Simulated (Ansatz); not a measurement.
Relaxing Fe

The calculation used Ansatz 0.2.0, DFT PBEsol, scalar-relativistic, plane waves, PAW. Cutoff 420 eV, Γ-centred k mesh, Gaussian smearing, collinear spin, first started from parallel moments.

The start puts Fe on the beta-tungsten (A15) structure type (Pm-3n, No. 223), at a guessed volume.

```yaml
crystal:
  lattice:
    - [4.56514, 0.00000, 0.00000]
    - [0.00000, 4.56514, 0.00000]
    - [0.00000, 0.00000, 4.56514]
  atoms:
    - { symbol: Fe, position: [0.50000, 0.50000, 0.50000] }
    - { symbol: Fe, position: [0.00000, 0.00000, 0.00000] }
    - { symbol: Fe, position: [0.25000, 0.00000, 0.50000] }
    - { symbol: Fe, position: [0.50000, 0.25000, 0.00000] }
    - { symbol: Fe, position: [0.50000, 0.75000, 0.00000] }
    - { symbol: Fe, position: [0.75000, 0.00000, 0.50000] }
    - { symbol: Fe, position: [0.00000, 0.50000, 0.75000] }
    - { symbol: Fe, position: [0.00000, 0.50000, 0.25000] }
```

Cell and atoms relax at zero pressure; the relaxation can't lower the symmetry of the start. After a coarse first stage the cell is made exact in the group found at 0.06 Å.

Energies count from the standard state of Fe at the same level.

Problem. What does it relax into?

Solution. It keeps Pm-3n (No. 223). The result has the beta-tungsten (A15) structure. Conventional cell: a = 4.440 Å. Fe on Wyckoff site a (2 atoms of the primitive cell) has 12 Fe at 2.48 Å; around Fe on Wyckoff site c (6 atoms of the primitive cell) lie 2 Fe at 2.22 Å, 4 Fe at 2.48 Å and 8 Fe at 2.72 Å.

```
Fe
1.0
     4.43956    0.00000    0.00000
     0.00000    4.43956    0.00000
     0.00000    0.00000    4.43956
Fe
8
Direct
  0.50000 0.50000 0.50000
  0.00000 0.00000 0.00000
  0.25000 0.00000 0.50000
  0.50000 0.25000 0.00000
  0.50000 0.75000 0.00000
  0.75000 0.00000 0.50000
  0.00000 0.50000 0.75000
  0.00000 0.50000 0.25000
```

Problem. What are its volume, energy, gap and moment?

Solution. The volume per atom is 10.94 Å³. The density is 8.48 g/cm³ and the energy over the standard structure is 0.09 eV/atom. The gap on the 8×8×8 mesh is 0 eV (a metal), the net moment per atom is 2.05 μB and the largest site moment is 2.10 μB.

The final run used a 8×8×8 mesh on its 8-atom cell and 0.10 eV smearing. The k mesh leaves about 4 meV/atom of noise in metals. Symmetry constrained the relaxation, so the result can be a saddle point.

This form isn't the element's structure at ambient conditions.